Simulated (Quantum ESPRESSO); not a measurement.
The system is NaF (Villiaumite).

```
Na F
1.0
     0.00000    2.32000    2.32000
     2.32000    0.00000    2.32000
     2.32000    2.32000    0.00000
Na F
1 1
Direct
  0.00000 0.00000 0.00000
  0.50000 0.50000 0.50000
```

Base run:

```yaml
Program: Quantum ESPRESSO 7.5
Functional: PBEsol
Potentials_or_basis: PseudoDojo 0.4.1 SR PBEsol standard
Cutoff: 1197 eV
Density_cutoff: 4789 eV
k_mesh: 10 × 10 × 10
Occupations: fermi-dirac, width 0.05 eV
Spin: no spin polarisation
```

Its results: band gap on the k mesh 6.18 eV, direct; pressure -0.4 GPa.

Task: The run is repeated on the same cell with these changes: functional from PBEsol to LDA; potentials or basis from PseudoDojo 0.4.1 SR PBEsol standard to PseudoDojo 0.4.1 SR LDA standard. What comes out?

Result: Band gap on the k mesh 5.97 eV, direct; pressure -4.5 GPa.

Not every run made on this cell is shown here.
